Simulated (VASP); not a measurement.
Write the native input for VASP 6.6.1 that does the following.

```
Task                   : single point
Functional             : revPBE
Potentials or basis    : VASP PAW PBE potentials, release 64 (C)
Cutoff                 : 520 eV
k mesh                 : 5 × 5 × 27
Occupations            : fermi-dirac, width 0.1 eV
Spin                   : no spin polarisation
Dipole correction      : no
Further INCAR settings : ALGO = Normal; EDIFF = 1e-06; NBANDS = 13
```

The structure of C lies in POSCAR:

```
C
1.0
    8.0882906655      0.0000000001      0.0000000000
   -4.0441453328      7.0046651894      0.0000000000
    0.0000000000      0.0000000000      1.3046791636
C
3
Direct
    0.0000000000      0.0000000000      0.0000000000
    0.3333333333      0.6666666667      0.5000000000
    0.6666666667      0.3333333333      0.5000000000
```

This isn't the form of C at room conditions, which is graphite.

One way to write it, as run:

INCAR

```
SYSTEM = C
ALGO = Normal ; EDIFF = 1E-6
ENCUT = 520 ; GGA = RE
ISIF = 2 ; ISMEAR = -1
LASPH = .True. ; LCHARG = .False.
LREAL = .False. ; LWAVE = .False.
NBANDS = 13 ; NELM = 100
PREC = Accurate ; SIGMA = 0.1
```

KPOINTS

```
k-points
0
Gamma
  5 5 27
  0 0 0
```

Potentials or basis: VASP PAW PBE potentials, release 64 (C).

Launch:

```console
$ cat potpaw_PBE.64/C/POTCAR > POTCAR
$ mpirun -np 1 vasp_std > vasp.out
```

Results of the run:

```yaml
Pressure: -3.7 GPa
Band_gap_on_the_k_mesh: none (metal or under the smearing width)
```

Caveat: the PAW data sets were made with another functional, which shifts forces and pressure a little.

It took 25 s on 1 thread of Intel(R) Xeon(R) Platinum 8559C (Emerald Rapids) (shared host), peak memory 0.2 GiB.
